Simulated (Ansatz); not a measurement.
**C: consecutive steps of a trajectory**

The calculation used DFT PBEsol, scalar-relativistic, plane waves, PAW in Ansatz 0.2.0. Settings: plane waves to 420 eV, k-mesh 2×2×2 (shifted by 0.5, 0.5, 0.5 steps), Fermi–Dirac smearing 0.22 eV. The mesh is coarse. No spin polarisation.

16 atoms, starting at 1.10 times the perfect crystal's volume (space group Fd-3m, the cell as given, not relaxed at this level); Langevin thermostat at 2600 K (friction 0.005 fs⁻¹), fixed cell; 150 steps of 2 fs. The run is short and not equilibrated.

Positions in Å, velocities in 0.01 Å/fs, forces in eV/Å; dE is the potential energy from the first frame shown.

```xyz
16
Lattice="0.0000 3.6819 -3.6819 -3.6819 0.0000 -3.6819 -3.6819 3.6819 0.0000" Properties=species:S:1:pos:R:3:v100:R:3:forces:R:3 pbc="T T T" time_fs=100.00 dE_eV=0.0000 T_K=2026
C    -3.6973    3.5937   -5.3158    0.7736   -0.6317    1.5205   -1.2977   -2.6826    0.6130
C    -3.8157    1.6325   -3.4315   -0.6098   -1.2924    0.0234    4.6991    4.2590   -3.0037
C    -1.8603    3.4382   -3.4478   -0.5850   -1.1566    2.2247   -0.4448    2.8150   -0.4732
C    -1.9510    1.6737   -1.5355   -1.4572   -1.5624    0.1303    2.2764    0.2100   -1.0814
C    -5.5532    5.4159   -5.3165    0.2191   -0.3837    1.4501    0.0288    0.7593    0.6516
C    -5.5907    3.5863   -3.4262   -1.1203    0.1077    0.0226    1.3629   -3.0969   -0.5062
C    -3.7742    5.3140   -3.4365    2.5655   -0.8350   -0.2998    1.3963    2.0849   -0.5683
C    -3.5500    3.6669   -1.6832    1.7510   -1.2660    0.4711   -4.7474   -4.2201    1.5170
C    -2.8213    4.3978   -4.3166   -1.2324    1.7086    0.5961   -0.4083    0.2810   -1.7687
C    -2.7861    2.5832   -2.5169    1.6360    1.0565   -1.3619   -0.1144    0.4975    0.2982
C    -4.7317    4.6251   -6.3411   -0.4539    0.2054   -0.1573   -0.2761   -7.2797    5.3087
C    -4.6140    2.5700   -4.3477    1.0493   -0.5930   -1.6181   -1.7313    2.5300   -1.3063
C    -4.5930    6.3199   -4.3528   -0.6172   -0.3278   -0.3589   -0.1308   -0.6452   -1.5084
C    -4.6733    4.4783   -2.5453   -0.1912    0.0116    2.0190    0.3006   -0.3160    1.6156
C    -6.5002    6.2504   -6.2267    2.2292    0.9789    1.8599   -0.5887    2.8455    0.7967
C    -6.4381    4.4346   -4.3619    0.9668   -1.7466    1.4239   -0.3246    1.9583   -0.5848
16
Lattice="0.0000 3.6819 -3.6819 -3.6819 0.0000 -3.6819 -3.6819 3.6819 0.0000" Properties=species:S:1:pos:R:3:v100:R:3:forces:R:3 pbc="T T T" time_fs=102.00 dE_eV=0.4747 T_K=1841
C    -3.6850    3.5780   -5.2843    0.4368   -0.9108    1.5843   -1.5400   -2.3374    0.0296
C    -3.8219    1.6130   -3.4376   -0.0129   -0.6367   -0.6434    4.6854    4.4567   -3.0840
C    -1.8757    3.4218   -3.4026   -0.8310   -0.4051    2.1337    1.1789    3.7845   -2.5017
C    -1.9784    1.6434   -1.5373   -1.1707   -1.3775   -0.3268    3.6798    1.4141   -1.3173
C    -5.5500    5.4076   -5.2834    0.1372   -0.4444    1.8110    0.5597    0.7268    0.0754
C    -5.6109    3.5838   -3.4259   -0.7476   -0.3761    0.1119    3.2545   -3.2852    0.8661
C    -3.7233    5.3007   -3.4476    2.3270   -0.4095   -0.6570   -1.0892    3.0996    1.3203
C    -3.5217    3.6336   -1.6713    1.0061   -1.9872    0.7121   -5.6391   -3.3018    1.4719
C    -2.8479    4.4348   -4.3070   -1.3559    1.8597    0.3703    0.4823   -1.4343   -1.7801
C    -2.7547    2.6053   -2.5431    1.3664    1.0143   -1.1338   -1.8136   -1.2775    1.8619
C    -4.7417    4.6165   -6.3372   -0.5355   -1.0362    0.5683   -0.1162   -6.9214    5.5511
C    -4.5940    2.5630   -4.3757    0.8996   -0.1461   -1.1001   -2.2805    2.0039   -0.2793
C    -4.6033    6.3142   -4.3607   -0.3424   -0.2514   -0.3514    0.7173   -0.8583   -0.4674
C    -4.6792    4.4768   -2.5026   -0.3406   -0.1816    2.1162    1.0799   -0.6328   -0.1315
C    -6.4554    6.2730   -6.1874    2.1552    1.2018    1.9880   -1.7299    1.8345   -0.1892
C    -6.4182    4.4027   -4.3359    0.9417   -1.3815    1.1089   -1.4294    2.7284   -1.4256
16
Lattice="0.0000 3.6819 -3.6819 -3.6819 0.0000 -3.6819 -3.6819 3.6819 0.0000" Properties=species:S:1:pos:R:3:v100:R:3:forces:R:3 pbc="T T T" time_fs=104.00 dE_eV=1.0352 T_K=1602
C    -3.6765    3.5583   -5.2522    0.4036   -0.9986    1.5715   -1.6658   -1.5319   -0.6398
C    -3.8162    1.6072   -3.4554    0.4845   -0.0231   -1.0514    3.5408    3.5049   -1.9883
C    -1.8923    3.4200   -3.3642   -0.6622    0.2988    1.5589    3.1494    4.6425   -4.3428
C    -1.9965    1.6197   -1.5480   -0.5636   -0.9245   -0.7386    4.5672    2.2739   -1.2271
C    -5.5481    5.4040   -5.2457    0.0861    0.0432    1.8992    0.9866    0.3065   -0.7302
C    -5.6185    3.5695   -3.4240    0.0968   -1.0257    0.1672    4.5386   -2.9707    1.8921
C    -3.6764    5.2966   -3.4546    2.1728    0.0809    0.1080   -3.4518    4.1960    3.2085
C    -3.5097    3.5897   -1.6547    0.1612   -2.3076    0.9435   -6.0150   -2.0824    1.4417
C    -2.8707    4.4703   -4.2978   -0.8301    1.5474    0.5060    1.6351   -3.1461   -2.3391
C    -2.7311    2.6255   -2.5632    0.8459    0.8481   -0.7644   -3.5970   -3.2382    3.2750
C    -4.7511    4.5873   -6.3154   -0.3165   -1.7529    1.5325    1.0027   -5.3276    4.6311
C    -4.5786    2.5634   -4.3992    0.6185    0.1176   -1.1689   -2.6207    1.2051    0.7123
C    -4.6055    6.3079   -4.3701    0.1632   -0.3779   -0.4984    1.2334   -0.8489    0.6255
C    -4.6813    4.4691   -2.4620    0.1758   -0.6089    1.8226    1.6421   -0.8817   -1.5971
C    -6.4157    6.3018   -6.1487    1.7447    1.5777    1.8213   -2.5675    0.5670   -0.9454
C    -6.4017    4.3766   -4.3175    0.6284   -1.1878    0.6849   -2.3781    3.3317   -1.9766
16
Lattice="0.0000 3.6819 -3.6819 -3.6819 0.0000 -3.6819 -3.6819 3.6819 0.0000" Properties=species:S:1:pos:R:3:v100:R:3:forces:R:3 pbc="T T T" time_fs=106.00 dE_eV=1.2953 T_K=1415
C    -3.6736    3.5346   -5.2231   -0.1065   -1.2623    1.2853   -1.5461   -0.2329   -1.3073
C    -3.8056    1.6127   -3.4801    0.4868    0.4628   -1.2939    2.3736    2.1665   -0.4354
C    -1.9006    3.4345   -3.3391   -0.0829    1.1667    0.8782    4.1995    4.8311   -5.3107
C    -2.0008    1.6040   -1.5684    0.1414   -0.6120   -1.2637    4.7254    2.6966   -0.7712
C    -5.5461    5.4047   -5.2069    0.1331   -0.0260    1.9034    1.1556   -0.3986   -1.6623
C    -5.6115    3.5445   -3.4174    0.6290   -1.3947    0.5073    4.9472   -1.9745    2.1005
C    -3.6431    5.3046   -3.4489    1.0483    0.7578    0.5441   -4.8044    4.6254    4.2166
C    -3.5132    3.5425   -1.6306   -0.4956   -2.3111    1.4444   -5.8485   -0.8885    1.1397
C    -2.8829    4.4970   -4.2920   -0.3201    1.0359    0.0347    2.5075   -4.2221   -2.7286
C    -2.7190    2.6386   -2.5748    0.2851    0.3534   -0.3510   -4.6474   -4.6015    3.8764
C    -4.7556    4.5467   -6.2803   -0.0401   -2.1423    1.8674    2.1774   -3.2868    3.2838
C    -4.5716    2.5692   -4.4193    0.0689    0.3801   -0.7626   -2.7915    0.2162    1.6793
C    -4.6022    6.2997   -4.3806    0.1895   -0.4231   -0.4651    1.5717   -0.6071    1.7857
C    -4.6735    4.4555   -2.4294    0.6258   -0.7620    1.3538    1.8633   -0.9350   -2.5948
C    -6.3850    6.3354   -6.1132    1.2854    1.6587    1.6964   -3.0797   -0.9384   -1.3954
C    -6.3917    4.3575   -4.3064    0.3335   -0.7014    0.4363   -2.8036    3.5495   -1.8764
16
Lattice="0.0000 3.6819 -3.6819 -3.6819 0.0000 -3.6819 -3.6819 3.6819 0.0000" Properties=species:S:1:pos:R:3:v100:R:3:forces:R:3 pbc="T T T" time_fs=108.00 dE_eV=0.9444 T_K=1558
C    -3.6791    3.5087   -5.2051   -0.4095   -1.2060    0.4812   -1.1558    1.2653   -1.6587
C    -3.7909    1.6187   -3.5026    0.9222    0.0639   -0.8407    1.5720    1.2038    0.9471
C    -1.8934    3.4633   -3.3292    0.7254    1.6113    0.1347    3.2914    3.6236   -5.0025
C    -1.9931    1.5900   -1.5951    0.5901   -0.7569   -1.3421    4.2000    3.0047   -0.0483
C    -5.5432    5.4007   -5.1689    0.1437   -0.4132    1.8166    1.0440   -0.9319   -2.5980
C    -5.5916    3.5155   -3.4016    1.3312   -1.3888    1.0118    4.4989   -0.5095    1.3744
C    -3.6305    5.3246   -3.4286    0.2326    1.1753    1.4478   -4.5768    3.7925    3.7691
C    -3.5322    3.4982   -1.5955   -1.3456   -2.0426    1.9940   -5.0780    0.1225    0.2842
C    -2.8848    4.5104   -4.2948    0.1303    0.3109   -0.2601    2.5697   -4.1501   -2.1090
C    -2.7235    2.6400   -2.5786   -0.7046   -0.2259   -0.0693   -4.2324   -4.6431    3.3200
C    -4.7543    4.4983   -6.2369    0.2422   -2.5371    2.3773    3.0534   -1.2729    2.0036
C    -4.5747    2.5744   -4.4341   -0.3806    0.0572   -0.6498   -2.7939   -0.8395    2.5420
C    -4.5981    6.2932   -4.3887    0.2446   -0.2042   -0.2387    1.7584   -0.3370    2.9935
C    -4.6585    4.4400   -2.4074    0.8721   -0.7741    0.8023    1.8425   -0.8501   -3.1601
C    -6.3627    6.3673   -6.0808    0.9197    1.4018    1.5227   -3.3875   -2.5149   -1.6880
C    -6.3903    4.3513   -4.3030   -0.1771    0.0431   -0.0293   -2.6060    3.0368   -0.9692
16
Lattice="0.0000 3.6819 -3.6819 -3.6819 0.0000 -3.6819 -3.6819 3.6819 0.0000" Properties=species:S:1:pos:R:3:v100:R:3:forces:R:3 pbc="T T T" time_fs=110.00 dE_eV=0.2416 T_K=1898
C    -3.6835    3.4858   -5.1978   -0.0148   -0.9858    0.2555   -0.9164    2.4923   -1.5541
C    -3.7708    1.6215   -3.5150    1.0398    0.1797   -0.3245    1.0103    0.7045    1.9414
C    -1.8753    3.5034   -3.3348    0.8955    2.2174   -0.6009    0.9948    1.2571   -3.8004
C    -1.9719    1.5801   -1.6223    1.4427   -0.2256   -1.3117    3.0814    3.1173    0.7848
C    -5.5409    5.3907   -5.1386    0.0807   -0.5977    1.1768    0.9469   -1.0637   -3.1392
C    -5.5590    3.4882   -3.3855    1.8438   -1.2233    0.5162    3.4912    0.9057    0.3997
C    -3.6323    5.3556   -3.3937   -0.3158    1.7778    1.9184   -3.3034    2.0299    2.2377
C    -3.5674    3.4592   -1.5532   -2.0482   -1.7877    2.1370   -3.6018    1.0121   -0.9978
C    -2.8797    4.5088   -4.3034    0.3607   -0.3838   -0.4862    2.2889   -3.0468   -0.7346
C    -2.7456    2.6256   -2.5772   -1.3727   -1.1123    0.1122   -2.6391   -3.4960    2.1624
C    -4.7460    4.4461   -6.1860    0.6321   -2.5355    2.6163    3.5512    0.5777    0.8560
C    -4.5838    2.5722   -4.4425   -0.5130   -0.3401   -0.1451   -2.5156   -1.5975    3.1019
C    -4.5922    6.2898   -4.3828    0.3181   -0.1295    0.8969    1.4453   -0.2607    3.8843
C    -4.6376    4.4239   -2.3965    1.1962   -0.8219    0.2787    1.6395   -0.6320   -3.3195
C    -6.3466    6.3968   -6.0543    0.6867    1.4253    1.0967   -3.4105   -4.0169   -1.9661
C    -6.3977    4.3577   -4.3045   -0.5212    0.5137   -0.0243   -2.0626    2.0169    0.1435
16
Lattice="0.0000 3.6819 -3.6819 -3.6819 0.0000 -3.6819 -3.6819 3.6819 0.0000" Properties=species:S:1:pos:R:3:v100:R:3:forces:R:3 pbc="T T T" time_fs=112.00 dE_eV=-0.2838 T_K=1943
C    -3.6850    3.4682   -5.1949   -0.1295   -0.7204    0.0762   -0.8995    3.1767   -1.1006
C    -3.7498    1.6232   -3.5147    1.0235   -0.0361    0.4014    0.5881    0.4306    2.4501
C    -1.8531    3.5478   -3.3521    1.1500    2.0318   -1.0286   -1.2088   -1.0750   -2.5627
C    -1.9387    1.5827   -1.6457    1.7636    0.4505   -0.9737    1.6608    2.6425    1.4652
C    -5.5374    5.3741   -5.1208    0.2665   -1.0454    0.6117    0.8741   -0.7561   -3.0555
C    -5.5159    3.4673   -3.3739    2.3501   -0.8011    0.6077    1.9730    1.7755   -0.1591
C    -3.6458    5.3930   -3.3527   -0.9006    1.8083    2.0498   -1.6535    0.0586    0.5488
C    -3.6093    3.4264   -1.5120   -1.9947   -1.4208    1.8736   -1.6648    1.8844   -2.3369
C    -2.8706    4.4953   -4.3173    0.5362   -0.8357   -0.7917    2.1518   -1.4520    0.6562
C    -2.7736    2.6008   -2.5768   -1.2964   -1.2609   -0.1243   -0.9666   -2.0615    1.4408
C    -4.7306    4.3977   -6.1368    0.9003   -2.1822    2.2275    3.5307    2.0753   -0.0875
C    -4.5988    2.5630   -4.4410   -0.9323   -0.5933    0.3087   -1.8541   -1.8255    3.1955
C    -4.5846    6.2890   -4.3580    0.3686    0.0305    1.6034    0.5486   -0.4934    4.1045
C    -4.6099    4.4042   -2.3972    1.5403   -1.1115   -0.3277    1.1295   -0.1201   -2.9915
C    -6.3407    6.4177   -6.0330   -0.0497    0.5767    1.0036   -2.9055   -5.1020   -2.4323
C    -6.4133    4.3723   -4.3052   -0.9701    0.8455    0.0049   -1.3038    0.8419    0.8653
```

Q: What is the next frame? The thermostat's random kicks make it one of many possible.

A:
```xyz
16
Lattice="0.0000 3.6819 -3.6819 -3.6819 0.0000 -3.6819 -3.6819 3.6819 0.0000" Properties=species:S:1:pos:R:3:v100:R:3:forces:R:3 pbc="T T T" time_fs=114.00 dE_eV=-0.4363 T_K=1927
C    -3.6854    3.4629   -5.1944    0.0718    0.1720    0.0255   -1.0288    2.9824   -0.3623
C    -3.7284    1.6223   -3.5005    1.0716   -0.0618    1.0167    0.0507    0.3013    2.4147
C    -1.8324    3.5876   -3.3764    0.8120    1.8184   -1.3060   -2.5690   -2.6982   -1.3646
C    -1.9012    1.5967   -1.6632    1.8693    0.8583   -0.7567    0.2542    1.5755    1.8142
C    -5.5299    5.3506   -5.1150    0.4642   -1.2447    0.0124    0.6601   -0.1110   -2.4620
C    -5.4704    3.4582   -3.3675    2.0501   -0.1074    0.0271    0.1244    1.7860   -0.2344
C    -3.6657    5.4279   -3.3087   -0.9658    1.5547    2.2377   -0.0666   -1.5465   -0.8354
C    -3.6488    3.3989   -1.4756   -1.7941   -1.2619    1.6689    0.2580    2.6883   -3.5166
C    -2.8592    4.4758   -4.3316    0.6134   -0.9873   -0.5667    2.2740    0.0583    1.5761
C    -2.8020    2.5699   -2.5770   -1.4339   -1.7195    0.0963    0.4488   -0.7104    1.3567
C    -4.7081    4.3614   -6.0939    1.3045   -1.3820    1.9906    2.9317    2.9551   -1.0506
C    -4.6208    2.5468   -4.4306   -1.1720   -0.9949    0.7026   -0.7096   -1.3759    2.8713
C    -4.5756    6.2877   -4.3195    0.4364   -0.1911    2.2051   -0.6400   -0.8149    3.6836
C    -4.5800    4.3810   -2.4141    1.3813   -1.1445   -1.2701    0.3696    0.6706   -1.9560
C    -6.3477    6.4225   -6.0161   -0.5721   -0.1231    0.6390   -1.8904   -5.4270   -3.0321
C    -6.4321    4.3910   -4.3039   -0.8472    0.9366    0.1468   -0.4670   -0.3335    1.0974
```